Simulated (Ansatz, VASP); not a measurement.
# Two plane-wave programs on Ge

Contents of INCAR:

```
SYSTEM = Ge
PREC     = Accurate       ! precision mode
ENCUT    = 520            ! plane-wave cutoff, eV
EDIFF    = 1E-6           ! SCF threshold, eV
ISMEAR   = 0              ! smearing method
SIGMA    = 0.1            ! smearing width, eV
LREAL    = .False.        ! projectors in reciprocal space
LASPH    = .True.         ! aspherical terms in the spheres
NELM     = 80             ! most SCF steps
ALGO     = Normal         ! electronic algorithm
ISIF     = 2              ! what is computed and relaxed
LWAVE    = .False.        ! write WAVECAR
LCHARG   = .False.        ! write CHGCAR
GGA      = PE             ! functional
NBANDS   = 21             ! bands
```

The input KPOINTS:

```
regular mesh
0
Gamma
  14 14 14
  0 0 0
```

The input POSCAR:

```
Ge
1.0
    0.0000000000      2.9090584710      2.9090584710
    2.9090584710      0.0000000000      2.9090584710
    2.9090584710      2.9090584710      0.0000000000
Ge
2
Direct
    0.0000000000      0.0000000000      0.0000000000
    0.2500000000      0.2500000000      0.2500000000
```

Input for Ansatz:

```yaml
crystal:
  lattice:
    - [0.0, 2.9090584707, 2.9090584707]
    - [2.9090584707, 0.0, 2.9090584707]
    - [2.9090584707, 2.9090584707, 0.0]
  atoms:
    - { symbol: Ge, position: [0.0, 0.0, 0.0] }
    - { symbol: Ge, position: [0.25, 0.25, 0.25] }
basis:
  ecutwfc: 420
kpoints:
  mp_grid: { grid: [14, 14, 14] }
hamiltonian:
  xc: pbe
scf:
  occupations: { method: gaussian, width: 0.1 }
output:
  forces: true
  stress: true
  eigenvalues: true
```

Alike in both runs: task single point; functional PBE; k mesh 14 × 14 × 14; occupations gaussian, width 0.1 eV; no spin polarisation.

```csv
,VASP,Ansatz
version,VASP 6.6.1,Ansatz 0.2.0
potentials or method,"VASP PAW PBE potentials, release 64 (Ge_d)","scalar-relativistic, plane waves, PAW"
plane-wave cutoff (eV),520,420
valence electrons in the cell,28,28
```

```tsv
	VASP	Ansatz	Ansatz less VASP
gap on the k mesh at the Fermi level (eV)	none	none	-
pressure (GPa)	-1.6	-1.6	+0.03
```

A gap of «none» marks a metal or a gap that the smearing closes. With one functional, cell and mesh, what is left measures potentials, basis and numerics.
